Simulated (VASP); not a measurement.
# Ti (P6/mmm) in VASP: a series of runs

The runs below take Ti through single point, with PBE.

Program: VASP 6.6.1. These are calculated values, not measurements. Logs are shortened: lines on timing, memory, paths and dates and some standing lists are left out, and cuts for length are marked.

## 1. The structure

Symmetry: P6/mmm, No. 191, hexagonal system. Conventional cell: a = 4.567 Å, b = 4.567 Å, c = 2.826 Å, α = 90.00°, β = 90.00°, γ = 120.00°. Ti (site symmetry -6m2) is surrounded by 11 Ti at 2.64 to 2.99 Å. Ti (site symmetry 6/mmm) is surrounded by 14 Ti at 2.83 to 2.99 Å.

This isn't the form of Ti at room conditions, which is hcp.

## 2. Single point, PBE

Contents of INCAR:

```
SYSTEM = Ti
PREC     = Low            ! precision mode
ENCUT    = 400            ! plane-wave cutoff, eV
EDIFF    = 1E-6           ! SCF threshold, eV
ISMEAR   = 0              ! smearing method
SIGMA    = 0.15           ! smearing width, eV
LREAL    = .False.        ! projectors in reciprocal space
LASPH    = .True.         ! aspherical terms in the spheres
NELM     = 100            ! most SCF steps
ALGO     = Normal         ! electronic algorithm
ISIF     = 2              ! what is computed and relaxed
LWAVE    = .False.        ! write WAVECAR
LCHARG   = .False.        ! write CHGCAR
GGA      = PE             ! functional
NBANDS   = 13             ! bands
ADDGRID  = .False.
```

Contents of KPOINTS:

```
Automatic mesh
0
Gamma
  5 5 7
  0 0 0
```

Contents of POSCAR:

```
Ti
1.0
    4.5673748306      0.0000000000      0.0000000000
   -2.2836874153      3.9554626319      0.0000000000
    0.0000000000      0.0000000000      2.8262442700
Ti
3
Direct
    0.6666666667      0.3333333333      0.5000000000
    0.3333333333      0.6666666667      0.5000000000
    0.0000000000      0.0000000000      0.0000000000
```

Potentials or basis: VASP PAW PBE potentials, release 64 (Ti).

On the command line:

```console
cat potpaw_PBE.64/Ti/POTCAR > POTCAR
mpirun -np 1 vasp_std > vasp.out
```

OUTCAR:

```text
SYSTEM = Ti
   PREC = Low
   ENCUT = 400
   EDIFF = 1E-6
   ISMEAR = 0
   LREAL = .False.
   LASPH = .True.
   NELM = 100
   ISIF = 2
   GGA = PE

 Found     20 irreducible k-points:

 Following reciprocal coordinates:
            Coordinates               Weight
  0.000000  0.000000  0.000000      1.000000
  0.200000  0.000000  0.000000      6.000000
  0.400000  0.000000  0.000000      6.000000
  0.200000  0.200000  0.000000      6.000000
  0.400000  0.200000  0.000000      6.000000
  0.000000  0.000000  0.142857      2.000000
   k-points           NKPTS =     20   k-points in BZ     NKDIM =     20   number of bands    NBANDS=     13
   number of dos      NEDOS =    301   number of ions     NIONS =      3
   total plane-waves  NPLWV =   8064
   dimension x,y,z NGX =    24 NGY =   24 NGZ =   14
   dimension x,y,z NGXF=    24 NGYF=   24 NGZF=   14
   ions per type =               3
   NGX,Y,Z   is equivalent  to a cutoff of   8.74,  8.74,  8.24 a.u.
   NGXF,Y,Z  is equivalent  to a cutoff of   8.74,  8.74,  8.24 a.u.
 SYSTEM =  Ti
   PREC   = low       normal or accurate (medium, high low for compatibility)
   ISTART =      0    job   : 0-new  1-cont  2-samecut
   ICHARG =      2    charge: 1-file 2-atom 10-const
   ISPIN  =      1    spin polarized calculation?
   LNONCOLLINEAR =      F non collinear calculations
   LSORBIT =      F    spin-orbit coupling
   LASPH  =      T    aspherical Exc in radial PAW
   ENCUT  =  400.0 eV  29.40 Ry    5.42 a.u.   7.45  7.45  4.61*2*pi/ulx,y,z
   NELM   =    100;   NELMIN=  2; NELMDL= -5     # of ELM steps
   EDIFF  = 0.1E-05   stopping-criterion for ELM
   LREAL  =      F    real-space projection
   EDIFFG = 0.1E-04   stopping-criterion for IOM
   NSW    =      0    number of steps for IOM
   IBRION =     -1    ionic relax: 0-MD 1-quasi-New 2-CG
   NFREE  =      0    steps in history (QN), initial steepest desc. (CG)
   ISIF   =      2    stress and relaxation
   ISYM   =      2    0-nonsym 1-usesym 2-fastsym
   POTIM  = 0.5000    time-step for ionic-motion
   TEBEG  =    0.0;   TEEND  =   0.0 temperature during run
   PSTRESS=    0.0 pullay stress
   NELECT =      12.0000    total number of electrons
   NUPDOWN=      -1.0000    fix difference up-down
   EMIN   =  10.00;   EMAX   =-10.00  energy-range for DOS
   EFERMI =   0.00;   METHOD = LEGACY
   ISMEAR =     0;   SIGMA  =   0.15  broadening in eV -4-tet -1-fermi 0-gaus
   EFERMI_NEDOS =   21; number of points for ismear=-14 and -15
   IALGO  =     38    algorithm
   IMIX   =      4    mixing-type and parameters
     AMIX     =   0.40;   BMIX     =  1.00
     AMIX_MAG =   1.60;   BMIX_MAG =  1.00
  volume/ion in A,a.u.               =      17.02       114.85
  Fermi-wavevector in a.u.,A,eV,Ry     =   1.010285  1.909162 13.887145  1.020676
  Thomas-Fermi vector in A             =   2.143265
   LORBIT       =      0    0 simple, 1 ext, 2 COOP (PROOUT), +10 PAW based schemes
   GGA     = PE    functional components
   LHFCALC =     F    Hartree Fock is set to
   AEXX    =    0.0000 exact exchange contribution
   IVDW    =     0    specifies the selected vdW correction
   LEPSILON=     F    determine dielectric tensor
   LRPA    =     F    only Hartree local field effects (RPA)
 non-spin polarized calculation
 Gauss-broadening in eV      SIGMA  =   0.15
  energy-cutoff  :      400.00
  volume of cell :       51.06
 maximum number of plane-waves:       945
   NGX = 15   NGY = 15   NGZ =  9

 number of electron      11.9999969 magnetization

 Free energy of the ion-electron system (eV)
  ---------------------------------------------------
  ext. energy  EPLUGINS =         0.00000000
  ---------------------------------------------------
  free energy    TOTEN  =       -23.33277591 eV

  energy without entropy =      -23.29338220  energy(sigma->0) =      -23.31307906

 E-fermi :   3.0280     XC(G=0): -11.1539

 val. band max:        3.0139117745   @ k =   0.4000   0.0000   0.1429
 cond. band min:       3.0448458657   @ k =   0.0000   0.0000   0.0000
 fundamental gap:      0.0309340911
 Fermi energy:         3.0280101613

 k-point     1 :       0.0000    0.0000    0.0000
  band No.  band energies     occupation
      1      -2.9676      2.00000
      2       1.1200      2.00000
      3       2.3479      2.00000
      4       2.3479      2.00000
      5       2.4455      2.00000
      6       2.4455      2.00000
      7       3.0448      0.87388
      8       3.7246      0.00000
      9       4.3184      0.00000
     10       4.3184      0.00000
     11       4.8380      0.00000
     12       4.9460      0.00000
     13       4.9464      0.00000

 k-point     2 :       0.2000    0.0000    0.0000
  band No.  band energies     occupation
      1      -2.5105      2.00000
      2       1.0437      2.00000
      3       1.5700      2.00000
      4       2.1344      2.00000
      5       2.2124      2.00000
      6       3.0486      0.84576
      7       3.2881      0.01421
      8       3.7455      0.00000
      9       4.0237      0.00000
     10       4.3880      0.00000
     11       4.5342      0.00000
     12       4.6440      0.00000
     13       5.4888      0.00000

 k-point     3 :       0.4000    0.0000    0.0000
  band No.  band energies     occupation
      1      -1.2804      2.00000
      2       0.2644      2.00000
      3       0.5890      2.00000
      4       2.3548      2.00000
      5       2.4956      2.00000
      6       2.9931      1.25774
      7       3.2993      0.01053
      8       3.6145      0.00000
      9       3.9730      0.00000
     10       4.1043      0.00000
     11       4.7084      0.00000
     12       5.3815      0.00000
     13       5.3964      0.00000

 k-point     4 :       0.2000    0.2000    0.0000
  band No.  band energies     occupation
      1      -1.6759      2.00000
      2       0.5664      2.00000
      3       0.8475      2.00000
      4       2.1781      2.00000
      5       2.7071      1.99752
      6       2.9946      1.24754
      7       3.5071      0.00001
      8       3.5706      0.00000
      9       3.5812      0.00000
     10       4.3543      0.00000
     11       4.3713      0.00000
     12       5.1220      0.00000
     13       5.5856      0.00000

 k-point     5 :       0.4000    0.2000    0.0000
  band No.  band energies     occupation
      1      -0.4546      2.00000
      2      -0.2894      2.00000
      3       0.3257      2.00000
      4       2.6909      1.99852
      5       2.7313      1.99485
      6       2.8807      1.83520
      7       3.2482      0.03789
      8       3.3202      0.00587
      9       3.7416      0.00000
     10       4.2601      0.00000
     11       4.7657      0.00000
     12       4.8487      0.00000
     13       5.6713      0.00000

 k-point     6 :       0.0000    0.0000    0.1429
  band No.  band energies     occupation
      1      -2.5133      2.00000
      2       1.4532      2.00000
      3       2.0633      2.00000
      4       2.0634      2.00000
      5       2.2374      2.00000
      6       2.2374      2.00000
      7       3.6381      0.00000
      8       4.1139      0.00000
      9       4.2211      0.00000
     10       4.2211      0.00000
     11       4.7624      0.00000
     12       4.7624      0.00000
     13       5.2126      0.00000

 [... further k-points ...]
[... 5 lines left out ...]
  --------------------------------------------------------------------------------------
  -------------------------------------------------------------------------------------
  Total       -0.3906853     -0.3906853     -0.2494624      0.0000000      0.0000000     -0.0000000
  in kB      -12.2592523    -12.2592523     -7.8278421      0.0000000      0.0000000     -0.0000000
  external PRESSURE =     -10.7821156 kB  Pullay stress =       0.0000000 kB

 VOLUME and BASIS-vectors are now :
 -----------------------------------------------------------------------------
  energy-cutoff  :      400.00
  volume of cell :       51.06
      direct lattice vectors                 reciprocal lattice vectors
     4.567374831  0.000000000  0.000000000     0.218944150  0.126407464  0.000000000
    -2.283687415  3.955462632  0.000000000     0.000000000  0.252814928  0.000000000
     0.000000000  0.000000000  2.826244270     0.000000000  0.000000000  0.353826458

 POSITION                                       TOTAL-FORCE (eV/Angst)
 -----------------------------------------------------------------------------------
      2.28369      1.31849      1.41312         0.000000      0.000000      0.000000
     -0.00000      2.63698      1.41312        -0.000000      0.000000     -0.000000
      0.00000      0.00000      0.00000        -0.000000      0.000000      0.000000
 -----------------------------------------------------------------------------------
    total drift:                               -0.000000      0.000000      0.000000

  FREE ENERGIE OF THE ION-ELECTRON SYSTEM (eV)
  ---------------------------------------------------
  free  energy   TOTEN  =       -23.3327759091 eV

  energy  without entropy=      -23.2933822026  energy(sigma->0) =      -23.31307906
```

Wall time 7.4 s (1 thread of Intel Xeon Platinum 8488C (Sapphire Rapids), shared host); peak memory 0.11 GiB.

These settings aren't checked as converged: the numbers below hold their error.

Results:

```yaml
Free_energy: -23.3328 eV
Pressure: -1.1 GPa
Band_gap_on_the_k_mesh: none (metal or under the smearing width)
```

(Continued in part 2 of 2.)
